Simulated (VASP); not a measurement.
TiSi:

```
Ti Si
1.0
     0.00000    2.51730    2.51730
     2.51730    0.00000    2.51730
     2.51730    2.51730    0.00000
Ti Si
1 1
Direct
  0.00000 0.00000 0.00000
  0.50000 0.50000 0.50000
```

The cell was built by a generator and needn't be a form met in nature.

- Program: VASP 6.6.1
- Task: relaxation of cell and atoms
- Functional: PBE
- Potentials or basis: VASP PAW PBE potentials, release 64 (Ti_sv, Si)
- Cutoff: 520 eV
- k mesh: 7 × 7 × 7
- Occupations: gaussian, width 0.15 eV
- Spin: no spin polarisation

At the start: pressure 3.7 GPa; volume 15.95 Å³/atom.

**Question.** How do energy, volume and symmetry change on relaxing?

**Answer.** Over 3 steps the energy falls by 6.9 meV/atom and the volume is 16.51 Å³/atom (+3.5 %); space group Fm-3m (No. 225, to 0.05 Å).

The path:
```
step  energy change (eV)  largest force (eV/Å)  pressure (GPa)  volume (Å³)
   1              0.0000                0.0000            3.67        31.90
   2             -0.0095                0.0000           -1.83        33.62
   3             -0.0137                0.0000           -0.48        33.02
```

Final structure:
```
Ti Si
1.0
     0.00000    2.54640    2.54640
     2.54640    0.00000    2.54640
     2.54640    2.54640    0.00000
Ti Si
1 1
Direct
  0.00000 0.00000 0.00000
  0.50000 0.50000 0.50000
```
